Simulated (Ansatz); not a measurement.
The system is MnO.

```xyz
2
Lattice="0.0000 2.2220 2.2220 2.2220 0.0000 2.2220 2.2220 2.2220 0.0000" Properties=species:S:1:pos:R:3 pbc="T T T"
Mn    0.0000    0.0000    0.0000
O     2.2220    2.2220    2.2220
```

Program: Ansatz 0.2.0. Alike in all runs: task projected density of states; potentials or basis Ansatz PAW; spin collinear, ferromagnetic start; cell as given; k mesh 10 × 10 × 10; cutoff (eV) 420; smearing fermi-dirac 0.05 eV.

Order these runs on this cell by their pressure, lowest first.
A. level PBE+U; U Mn d U = 1 eV; hubbard projectors ortho-atomic (the default); double counting fll (the default)
B. level PBE
C. level PBE+U; U Mn d U = 3 eV; hubbard projectors ortho-atomic (the default); double counting fll (the default)
D. level PBE+U; U Mn d U = 8 eV; hubbard projectors ortho-atomic (the default); double counting fll (the default)
E. level PBE+U; U Mn d U = 6 eV; hubbard projectors ortho-atomic (the default); double counting fll (the default)

B (0.4 GPa), A (5.3 GPa), C (8.5 GPa), E (11.9 GPa), D (14.2 GPa).

Caveats: a cell with one magnetic atom can't hold antiferromagnetic order, which such compounds often take; the density of states is complete only up to the lowest level of the last band computed; the magnetic or orbital state may not be the lowest (some runs); semilocal functionals often make such compounds metallic where correlation or magnetic order opens a gap, which also shifts bond lengths (some runs).
